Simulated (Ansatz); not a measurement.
# Te under changes of volume

One of the cells (31.146 Å³/atom); the others are scaled copies at fixed shape and fractional positions:

```
CELL_PARAMETERS angstrom
2.30590 1.33131 1.69095
-2.30590 1.33131 1.69095
0.00000 -2.66263 1.69095
ATOMIC_POSITIONS crystal
Te 0.50000 0.50000 0.50000
```

This isn't the form of Te at room conditions, which is trigonal, of chains.

| Item | Value |
| --- | --- |
| Program | Ansatz 0.2.0 |
| Functional | PBE |
| Potentials or basis | all-electron LAPW, scalar-relativistic |
| Cutoff | 195 eV (chosen from the basis error) |
| Basis error allowed | 0.0005 eV/atom |
| k mesh | 9 × 9 × 9 |
| Occupations | fermi-dirac, width 0.05 eV |
| Spin | no spin polarisation |

```tsv
volume (Å³/atom)	energy over the lowest point (meV/atom)	pressure (GPa)
29.277	66.34	7.0
29.900	42.41	5.4
30.523	24.35	3.9
31.146	11.60	2.6
31.769	?	?
32.392	0.00	0.4
33.015	0.23	-0.5
```

**Question.** What does the run at 31.769 Å³/atom give?

**Answer.** Energy over the lowest point 3.64 meV/atom; pressure 1.5 GPa.

Worked out: A Birch-Murnaghan fit of order 3 (a polynomial in V^(-2/3)) to the other rows has its minimum at 32.66 Å³/atom with B0 = V·E''(V) = 50 GPa and B' = 4.4 at fixed shape and positions, which overstates the stiffness. It gives 3.64 meV/atom at 31.769 Å³/atom, against the run's 3.64, and -dE/dV = 1.5 GPa, against 1.5.

Energies are extrapolated to zero smearing.
